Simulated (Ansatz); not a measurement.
# A series in volume scale on AlN

Results calculated with Ansatz 0.2.0, not measured. Periodic Kohn-Sham DFT of a crystal at fixed atoms, scaled to volume_scale times the given cell; pressure positive in compression, energy less spherical unpolarised free atoms, largest_vzz the field gradient of largest size among the nuclei.

The cell before it is scaled or strained (space group P6_3mc, No. 186):
```
AlN
1.0
      3.1110     0.0000     0.0000
     -1.5555     2.6942     0.0000
      0.0000     0.0000     4.9780
Al N
2 2
Direct
  0.33333 0.66667 0.00000
  0.66667 0.33333 0.50000
  0.33333 0.66667 0.38500
  0.66667 0.33333 0.88500
```

Settings of every row: method frozen-core PAW; functional PBE; relativity scalar; k mesh 11x11x6; filling fermi-dirac; smearing width 0.02 eV; wave cutoff 420 eV; paw set soft_2.

Atom start moment: 0 on all atoms.

```csv
row,volume scale,V (Å³/atom),pressure (GPa),largest V_zz (1e21 V/m^2)
1,0.94,9.805,18.605,0.894
2,0.96,10.014,13.274,0.874
3,0.98,10.222,8.44,0.855
4,0.99,10.327,6.192,0.846
5,1,10.431,4.047,0.837
6,1.01,10.535,2.006,0.828
7,1.02,10.64,0.061,0.819
8,1.04,10.848,?,?
9,1.06,11.057,-6.848,0.786
```

Question: what pressure and largest V_zz should row 8 give?

Worked fit of pressure. Take u = (V_r/V)^(2/3) − 1 with V_r = 10.379 Å³ an atom, which is twice the finite (Eulerian) strain; such expansions in the strain, on which the Birch-Murnaghan equation of state is built, carry the rest volume and the bulk modulus. The shown rows have u = 0.03866, 0.02415, 0.01021, 0.00335, -0.00333, -0.0099, -0.01642, -0.04131. Least squares give pressure = 5.1055 + 320.181 × u + 748.16 × u² GPa; a straight line predicts inner rows, each left out in turn, worse (root mean square 0.36 against 0.0093 GPa). The rows lie off it by 0.003, 0.000, -0.013, 0.005, -0.001, -0.003, 0.011, -0.004 (root mean square 0.0066 GPa). The pressure vanishes at u = -0.0166, or V = 10.64 Å³ an atom, and there the bulk modulus at fixed shape and fractions is B = −V dP/dV = (2/3)(1 + u) dP/du = 194 GPa. Letting shape and atoms relax would as a rule lower it, by much in layered, chain or molecular crystals. The withheld row has u = -0.02903, so the fit gives 5.1055 + 320.181 × (-0.02903) + 748.16 × (-0.02903)² = -3.559 GPa.

The calculation gave -3.559 GPa. The fit meets it to the printed digit.

Worked fit of largest V_zz. Take t = volume scale − 0.99. The shown rows have t = -0.05, -0.03, -0.01, 0, 0.01, 0.02, 0.03, 0.07. Least squares give largest V_zz = 0.8459 − 0.917 × t + 0.87 × t² 1e21 V/m^2; a straight line predicts inner rows, each left out in turn, worse (root mean square 0.00094 against 0.00019 1e21 V/m^2). All shown rows lie on it to the printed digit. The withheld row has t = 0.05, so the fit gives 0.8459 − 0.917 × (0.05) + 0.87 × (0.05)² = 0.802 1e21 V/m^2.

The calculation gave 0.803 1e21 V/m^2. The fit lies 0.001 1e21 V/m^2 (0.93 % of the column's range) below it, one unit of the last digit.
